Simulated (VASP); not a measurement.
# H (P4/mmm) in VASP: a series of runs

The runs below take H through single point, with PBE.

Program: VASP 6.6.1. These are calculated values, not measurements. Logs are shortened: lines on timing, memory, paths and dates and some standing lists are left out, and cuts for length are marked.

### 1 Starting point

It takes space group P4/mmm (No. 123, tetragonal). Conventional cell: a = 2.650 Å, b = 2.650 Å, c = 0.980 Å, α = 90.00°, β = 90.00°, γ = 90.00°. Around H (site symmetry 4/mmm) lie 2 H at 0.98 Å.

### 2 Single point, PBE

File INCAR:

```
SYSTEM = H
ADDGRID = .FALSE. ; ALGO = Normal
EDIFF = 1E-6 ; ENCUT = 400
GGA = PE ; ISIF = 2
ISMEAR = 0 ; LASPH = .TRUE.
LCHARG = .FALSE. ; LREAL = .FALSE.
LWAVE = .FALSE. ; NBANDS = 6
NELM = 100 ; PREC = Accurate
SIGMA = 0.05
```

File KPOINTS:

```
k-points
0
G
  2 2 5
  0 0 0
```

File POSCAR:

```
H
1.0
    2.6496387389      0.0000000000      0.0000000000
    0.0000000000      2.6496387389      0.0000000000
    0.0000000000      0.0000000000      0.9804929200
H
1
Direct
    0.0000000000      0.0000000000      0.5000000000
```

Potentials or basis: VASP PAW PBE potentials, release 64 (H).

On the command line:

```
> cat potpaw_PBE.64/H/POTCAR > POTCAR
> mpirun -np 1 vasp_std > vasp.out
```

OUTCAR:

```text
SYSTEM = H
   EDIFF = 1E-6
   ENCUT = 400
   GGA = PE
   ISIF = 2
   ISMEAR = 0
   LASPH = .TRUE.
   LREAL = .FALSE.
   NELM = 100
   PREC = Accurate

 Found      9 irreducible k-points:

 Following reciprocal coordinates:
            Coordinates               Weight
  0.000000  0.000000  0.000000      1.000000
  0.500000  0.000000  0.000000      2.000000
  0.500000  0.500000  0.000000      1.000000
  0.000000  0.000000  0.200000      2.000000
  0.500000  0.000000  0.200000      4.000000
  0.500000  0.500000  0.200000      2.000000
   k-points           NKPTS =      9   k-points in BZ     NKDIM =      9   number of bands    NBANDS=      6
   number of dos      NEDOS =    301   number of ions     NIONS =      1
   total plane-waves  NPLWV =   1944
   dimension x,y,z NGX =    18 NGY =   18 NGZ =    6
   dimension x,y,z NGXF=    36 NGYF=   36 NGZF=   12
   ions per type =               1
   NGX,Y,Z   is equivalent  to a cutoff of  11.29, 11.29, 10.17 a.u.
   NGXF,Y,Z  is equivalent  to a cutoff of  22.59, 22.59, 20.35 a.u.
 SYSTEM =  H
   PREC   = accura    normal or accurate (medium, high low for compatibility)
   ISTART =      0    job   : 0-new  1-cont  2-samecut
   ICHARG =      2    charge: 1-file 2-atom 10-const
   ISPIN  =      1    spin polarized calculation?
   LNONCOLLINEAR =      F non collinear calculations
   LSORBIT =      F    spin-orbit coupling
   LASPH  =      T    aspherical Exc in radial PAW
   ENCUT  =  400.0 eV  29.40 Ry    5.42 a.u.   4.32  4.32  1.60*2*pi/ulx,y,z
   NELM   =    100;   NELMIN=  2; NELMDL= -5     # of ELM steps
   EDIFF  = 0.1E-05   stopping-criterion for ELM
   LREAL  =      F    real-space projection
   EDIFFG = 0.1E-04   stopping-criterion for IOM
   NSW    =      0    number of steps for IOM
   IBRION =     -1    ionic relax: 0-MD 1-quasi-New 2-CG
   NFREE  =      0    steps in history (QN), initial steepest desc. (CG)
   ISIF   =      2    stress and relaxation
   ISYM   =      2    0-nonsym 1-usesym 2-fastsym
   POTIM  = 0.5000    time-step for ionic-motion
   TEBEG  =    0.0;   TEEND  =   0.0 temperature during run
   PSTRESS=    0.0 pullay stress
   NELECT =       1.0000    total number of electrons
   NUPDOWN=      -1.0000    fix difference up-down
   EMIN   =  10.00;   EMAX   =-10.00  energy-range for DOS
   EFERMI =   0.00;   METHOD = LEGACY
   ISMEAR =     0;   SIGMA  =   0.05  broadening in eV -4-tet -1-fermi 0-gaus
   EFERMI_NEDOS =   21; number of points for ismear=-14 and -15
   IALGO  =     38    algorithm
   IMIX   =      4    mixing-type and parameters
     AMIX     =   0.40;   BMIX     =  1.00
     AMIX_MAG =   1.60;   BMIX_MAG =  1.00
  volume/ion in A,a.u.               =       6.88        46.45
  Fermi-wavevector in a.u.,A,eV,Ry     =   0.860602  1.626302 10.076956  0.740635
  Thomas-Fermi vector in A             =   1.978131
   LORBIT       =      0    0 simple, 1 ext, 2 COOP (PROOUT), +10 PAW based schemes
   GGA     = PE    functional components
   LHFCALC =     F    Hartree Fock is set to
   AEXX    =    0.0000 exact exchange contribution
   IVDW    =     0    specifies the selected vdW correction
   LEPSILON=     F    determine dielectric tensor
   LRPA    =     F    only Hartree local field effects (RPA)
 non-spin polarized calculation
 Gauss-broadening in eV      SIGMA  =   0.05
  energy-cutoff  :      400.00
  volume of cell :        6.88
 maximum number of plane-waves:       136
 NGX is ok and might be reduce to    18
   NGX =  9   NGY =  9   NGZ =  3

 number of electron       1.0000001 magnetization

 Free energy of the ion-electron system (eV)
  ---------------------------------------------------
  ext. energy  EPLUGINS =         0.00000000
  ---------------------------------------------------
  free energy    TOTEN  =        -2.68797213 eV

  energy without entropy =       -2.68797213  energy(sigma->0) =       -2.68797213

 E-fermi :  -4.5265     XC(G=0):  -6.8393

 val. band max:       -4.9317420095   @ k =   0.5000   0.0000   0.2000
 cond. band min:      -3.7869680897   @ k =   0.5000   0.5000   0.2000
 fundamental gap:      1.1447739198
 Fermi energy:        -4.5264542758

 k-point     1 :       0.0000    0.0000    0.0000
  band No.  band energies     occupation
      1     -12.5488      2.00000
      2       8.3762      0.00000
      3      14.1758      0.00000
      4      14.1758      0.00000
      5      17.1693      0.00000
      6      35.0726      0.00000

 k-point     2 :       0.5000    0.0000    0.0000
  band No.  band energies     occupation
      1     -11.1159      2.00000
      2       1.2410      0.00000
      3      14.9808      0.00000
      4      17.1671      0.00000
      5      22.9517      0.00000
      6      23.0690      0.00000

 k-point     3 :       0.5000    0.5000    0.0000
  band No.  band energies     occupation
      1      -9.9620      2.00000
      2       5.0150      0.00000
      3       5.0150      0.00000
      4       8.6123      0.00000
      5      36.9886      0.00000
      6      43.1042      0.00000

 k-point     4 :       0.0000    0.0000    0.2000
  band No.  band energies     occupation
      1      -6.3507      2.00000
      2      14.5729      0.00000
      3      20.4362      0.00000
      4      20.4362      0.00000
      5      23.4276      0.00000
      6      41.2735      0.00000

 k-point     5 :       0.5000    0.0000    0.2000
  band No.  band energies     occupation
      1      -4.9317      2.00000
      2       7.4994      0.00000
      3      21.1857      0.00000
      4      23.4302      0.00000
      5      29.2110      0.00000
      6      29.3274      0.00000

 k-point     6 :       0.5000    0.5000    0.2000
  band No.  band energies     occupation
      1      -3.7870      0.00000
      2      11.2744      0.00000
      3      11.2744      0.00000
      4      14.8706      0.00000
      5      43.0701      0.00000
      6      49.3757      0.00000

 [... further k-points ...]

------------------------ aborting loop because EDIFF is reached ----------------------------------------

  FORCE on cell =-STRESS in cart. coord.  units (eV):
  Direction    XX          YY          ZZ          XY          YZ          ZX
  --------------------------------------------------------------------------------------
  -------------------------------------------------------------------------------------
  Total       -0.2647302     -0.2647302      1.1328869      0.0000000     -0.0000000      0.0000000
  in kB      -61.6163828    -61.6163828    263.6812984      0.0000000     -0.0000000      0.0000000
  external PRESSURE =      46.8161776 kB  Pullay stress =       0.0000000 kB

 VOLUME and BASIS-vectors are now :
 -----------------------------------------------------------------------------
  energy-cutoff  :      400.00
  volume of cell :        6.88
      direct lattice vectors                 reciprocal lattice vectors
     2.649638739  0.000000000  0.000000000     0.377409941  0.000000000  0.000000000
     0.000000000  2.649638739  0.000000000     0.000000000  0.377409941  0.000000000
     0.000000000  0.000000000  0.980492920     0.000000000  0.000000000  1.019895177

 POSITION                                       TOTAL-FORCE (eV/Angst)
 -----------------------------------------------------------------------------------
      0.00000      0.00000      0.49025         0.000000      0.000000      0.000000
 -----------------------------------------------------------------------------------
    total drift:                               -0.000000      0.000000      0.000000

  FREE ENERGIE OF THE ION-ELECTRON SYSTEM (eV)
  ---------------------------------------------------
  free  energy   TOTEN  =        -2.6879721317 eV

  energy  without entropy=       -2.6879721317  energy(sigma->0) =       -2.68797213
```

stdout:

```text
POSCAR found type information on POSCAR H
 POSCAR found :  1 types and       1 ions
 scaLAPACK will be used
 LDA part: xc-table for (Slater+PW92), standard interpolation
 POSCAR, INCAR and KPOINTS ok, starting setup
 FFT: planning ... GRIDC
 FFT: planning ... GRID_SOFT
 FFT: planning ... GRID
 WAVECAR not read
 entering main loop
```

Wall time 0.6 s (1 thread of Intel Xeon 6975P-C (Granite Rapids), shared host); peak memory 0.1 GiB.

The run converged, but some of its settings lie outside the range that counts as converged, so its numbers aren't taken as properties of the crystal.

What came out:

* Free energy: -2.6880 eV
* Pressure: 4.7 GPa
* Band gap on the k mesh: none (metal or under the smearing width)

Caveat: the k mesh is coarse (spacing up to 1.28 Å⁻¹), so the values aren't converged.

### 3 Single point, PBE

Changes to INCAR since step 2:

```diff
@@ -2,3 +2,3 @@
 ADDGRID = .FALSE. ; ALGO = Normal
-EDIFF = 1E-6 ; ENCUT = 400
+EDIFF = 1E-6 ; ENCUT = 460
 GGA = PE ; ISIF = 2
```

KPOINTS is that of step 2.

POSCAR is that of step 2.

Potentials or basis: VASP PAW PBE potentials, release 64 (H).

On the command line:

```
> cat potpaw_PBE.64/H/POTCAR > POTCAR
> mpirun -np 1 vasp_std > vasp.out
```

OUTCAR:

```text
SYSTEM = H
   EDIFF = 1E-6
   ENCUT = 460
   GGA = PE
   ISIF = 2
   ISMEAR = 0
   LASPH = .TRUE.
   LREAL = .FALSE.
   NELM = 100
   PREC = Accurate

 Found      9 irreducible k-points:

 Following reciprocal coordinates:
            Coordinates               Weight
  0.000000  0.000000  0.000000      1.000000
  0.500000  0.000000  0.000000      2.000000
  0.500000  0.500000  0.000000      1.000000
  0.000000  0.000000  0.200000      2.000000
  0.500000  0.000000  0.200000      4.000000
  0.500000  0.500000  0.200000      2.000000
   k-points           NKPTS =      9   k-points in BZ     NKDIM =      9   number of bands    NBANDS=      6
   number of dos      NEDOS =    301   number of ions     NIONS =      1
   total plane-waves  NPLWV =   3200
   dimension x,y,z NGX =    20 NGY =   20 NGZ =    8
   dimension x,y,z NGXF=    40 NGYF=   40 NGZF=   16
   ions per type =               1
   NGX,Y,Z   is equivalent  to a cutoff of  12.55, 12.55, 13.56 a.u.
   NGXF,Y,Z  is equivalent  to a cutoff of  25.10, 25.10, 27.13 a.u.
 SYSTEM =  H
   PREC   = accura    normal or accurate (medium, high low for compatibility)
   ISTART =      0    job   : 0-new  1-cont  2-samecut
   ICHARG =      2    charge: 1-file 2-atom 10-const
   ISPIN  =      1    spin polarized calculation?
   LNONCOLLINEAR =      F non collinear calculations
   LSORBIT =      F    spin-orbit coupling
   LASPH  =      T    aspherical Exc in radial PAW
   ENCUT  =  460.0 eV  33.81 Ry    5.81 a.u.   4.63  4.63  1.71*2*pi/ulx,y,z
[... 57 lines left out ...]

 k-point     1 :       0.0000    0.0000    0.0000
  band No.  band energies     occupation
      1     -12.5516      2.00000
      2       8.3699      0.00000
      3      14.1755      0.00000
      4      14.1755      0.00000
      5      17.1695      0.00000
      6      35.0554      0.00000
[... 37 lines left out ...]
 k-point     6 :       0.5000    0.5000    0.2000
  band No.  band energies     occupation
      1      -3.7990      0.00000
      2      11.2738      0.00000
      3      11.2738      0.00000
      4      14.8659      0.00000
      5      43.0536      0.00000
      6      49.3679      0.00000

 [... further k-points ...]

------------------------ aborting loop because EDIFF is reached ----------------------------------------

  FORCE on cell =-STRESS in cart. coord.  units (eV):
  Direction    XX          YY          ZZ          XY          YZ          ZX
  --------------------------------------------------------------------------------------
  -------------------------------------------------------------------------------------
  Total       -0.2427645     -0.2427645      1.1461435      0.0000000     -0.0000000      0.0000000
  in kB      -56.5038452    -56.5038452    266.7668119      0.0000000     -0.0000000      0.0000000
  external PRESSURE =      51.2530405 kB  Pullay stress =       0.0000000 kB

 VOLUME and BASIS-vectors are now :
 -----------------------------------------------------------------------------
  energy-cutoff  :      460.00
  volume of cell :        6.88
      direct lattice vectors                 reciprocal lattice vectors
     2.649638739  0.000000000  0.000000000     0.377409941  0.000000000  0.000000000
     0.000000000  2.649638739  0.000000000     0.000000000  0.377409941  0.000000000
     0.000000000  0.000000000  0.980492920     0.000000000  0.000000000  1.019895177

 POSITION                                       TOTAL-FORCE (eV/Angst)
 -----------------------------------------------------------------------------------
      0.00000      0.00000      0.49025         0.000000      0.000000      0.000000
 -----------------------------------------------------------------------------------
    total drift:                               -0.000000      0.000000      0.000000

  FREE ENERGIE OF THE ION-ELECTRON SYSTEM (eV)
  ---------------------------------------------------
  free  energy   TOTEN  =        -2.6884179640 eV

  energy  without entropy=       -2.6884179640  energy(sigma->0) =       -2.68841796
```

stdout:

```text
POSCAR found type information on POSCAR H
 POSCAR found :  1 types and       1 ions
 scaLAPACK will be used
 LDA part: xc-table for (Slater+PW92), standard interpolation
 POSCAR, INCAR and KPOINTS ok, starting setup
 FFT: planning ... GRIDC
 FFT: planning ... GRID_SOFT
 FFT: planning ... GRID
 WAVECAR not read
 entering main loop
```

Wall time 0.7 s (1 thread of Intel Xeon 6975P-C (Granite Rapids), shared host); peak memory 0.1 GiB.

The run converged, but some of its settings lie outside the range that counts as converged, so its numbers aren't taken as properties of the crystal.

What came out:

| Quantity | Value |
| --- | --- |
| Free energy | -2.6884 eV |
| Pressure | 5.1 GPa |
| Band gap on the k mesh | none (metal or under the smearing width) |

Caveat: the k mesh is coarse (spacing up to 1.28 Å⁻¹), so the values aren't converged.

### 4 Single point, PBE

Changes to INCAR since step 3:

```diff
@@ -2,3 +2,3 @@
 ADDGRID = .FALSE. ; ALGO = Normal
-EDIFF = 1E-6 ; ENCUT = 460
+EDIFF = 1E-6 ; ENCUT = 520
 GGA = PE ; ISIF = 2
```

KPOINTS is that of step 3.

POSCAR is that of step 3.

On the command line:

```
> cat potpaw_PBE.64/H/POTCAR > POTCAR
> mpirun -np 1 vasp_std > vasp.out
```

It took 0.7 s on 1 thread of Intel Xeon 6975P-C (Granite Rapids), shared host; peak memory 0.1 GiB.

These settings aren't checked as converged: the numbers below hold their error.

What came out:

| Property | Result |
| --- | --- |
| Free energy | -2.6892 eV |
| Pressure | 5.4 GPa |
| Band gap on the k mesh | none (metal or under the smearing width) |

Caveat: the k mesh is coarse (spacing up to 1.28 Å⁻¹), so the values aren't converged.

### 5 The reference run

An earlier run on the cell as given: functional PBE; potentials or basis VASP PAW PBE potentials, release 64 (H); cutoff 520 eV; k mesh 10 × 10 × 26; occupations fermi-dirac, width 0.05 eV; no spin polarisation.

- Pressure: 1.6 GPa
- Band gap on the k mesh: none (metal or under the smearing width)
